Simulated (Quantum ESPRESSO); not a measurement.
Runs of Quantum ESPRESSO 7.5 on SiC (Moissanite 6H). The structure is hexagonal, space group P6_3mc (No. 186). Conventional cell: a = 3.095 Å, b = 3.095 Å, c = 15.170 Å, α = 90.00°, β = 90.00°, γ = 120.00°. Si (site symmetry 3m) is surrounded by 4 C at 1.90 Å. Si (site symmetry 3m) is surrounded by 4 C at 1.90 Å. Si (site symmetry 3m) has 4 C at 1.90 Å as nearest neighbours. Around C (site symmetry 3m) lie 4 Si at 1.90 Å. Around C (site symmetry 3m) lie 4 Si at 1.90 Å. C (site symmetry 3m) is surrounded by 4 Si at 1.90 Å. 

```csv
task,level,potentials or basis,cell,k mesh,cutoff (eV),smearing,ASE optimiser,dispersion computed by,form of the LDA correlation,gap on the mesh (eV),pressure (GPa),largest force (eV/Å)
relaxation of cell and atoms,PBEsol+D4,PseudoDojo 0.4.1 SR PBEsol standard,relaxed,8 × 8 × 2,1116,fermi-dirac 0.05 eV,LBFGS,dftd4 4.3.1 through ASE,-,(b),0.0,0.01
band structure,RPBE,PseudoDojo 0.4.1 SR PBE standard,as given,10 × 10 × 2,1116,fermi-dirac 0.05 eV,-,-,-,(a),1.1,0.14
band structure,LDA,PseudoDojo 0.4.1 SR LDA standard,as given,10 × 10 × 2,1116,fermi-dirac 0.05 eV,-,-,PW92,1.99,-7.8,0.14
band structure,PBE,PseudoDojo 0.4.1 SR PBE standard,as given,10 × 10 × 2,1116,fermi-dirac 0.05 eV,-,-,-,2.03,0.2,0.14
single point,WC,GBRV 1.5 PBE,cell strained at random at fixed volume,8 × 8 × 2,612,cold 0.136 eV,-,-,-,1.59,-1.8,0.47
```

Alike in all rows: no spin polarisation.

Question: Fill in the values left out.

Answer: (a) 2.08; (b) 1.91.

Caveats: some levels on the path didn't converge (some runs); the potentials were made for another functional, which shifts forces and pressure (some runs); this smearing can shift energies of a crystal with a gap (some runs).

A k mesh can miss the band edges.
